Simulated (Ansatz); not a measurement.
# Equation of state of Ir from a dense series

```xyz
1
Lattice="0.0000 1.9197 1.9197 1.9197 0.0000 1.9197 1.9197 1.9197 0.0000" Properties=species:S:1:pos:R:3 pbc="T T T"
Ir    0.0000    0.0000    0.0000
```

The conventional cell has a = 3.839 Å, b = 3.839 Å, c = 3.839 Å, α = 90.00°, β = 90.00°, γ = 90.00°. Around Ir (atom 1) lie 12 Ir at 2.71 Å.

The geometry is COD entry 9008470, unchecked; take it as a test cell.

No spin–orbit coupling, which matters for the heavy atoms here.

Theory: DFT, PBE, all-electron LAPW, scalar-relativistic (Ansatz 0.2.0).

Settings: a Γ-centred 15×15×15 k mesh, Fermi–Dirac smearing of 0.05 eV, basis error target 0.5 meV/atom, no spin polarisation.

The cell is scaled evenly. Fractional coordinates are held (clamped ions).

| V (Å³/atom) | P (GPa) |
| --- | --- |
| 13.300 | 37.09 |
| 13.307 | 36.81 |
| 13.583 | 26.55 |
| 13.866 | 17.17 |
| 14.008 | 12.89 |
| 14.149 | 8.85 |
| 14.291 | 5.04 |
| 14.432 | 1.45 |
| 14.715 | -5.12 |

Question: Fit a third-order Birch–Murnaghan curve to the pressures.

Answer: P = (3B0/2)(y^(7/2) − y^(5/2))[1 + (3/4)(B0′ − 4)(y − 1)] with y = (V0/V)^(2/3) fits within 0.01 GPa for V0 = 14.492 Å³/atom, B0 = 348.2 GPa and B0′ = 5.03.

Question: Predict the pressure at the withheld volume, 14.998 Å³/atom.

Answer: There y = 0.9774, so the fit gives -10.97 GPa; the run gave -10.95 GPa.
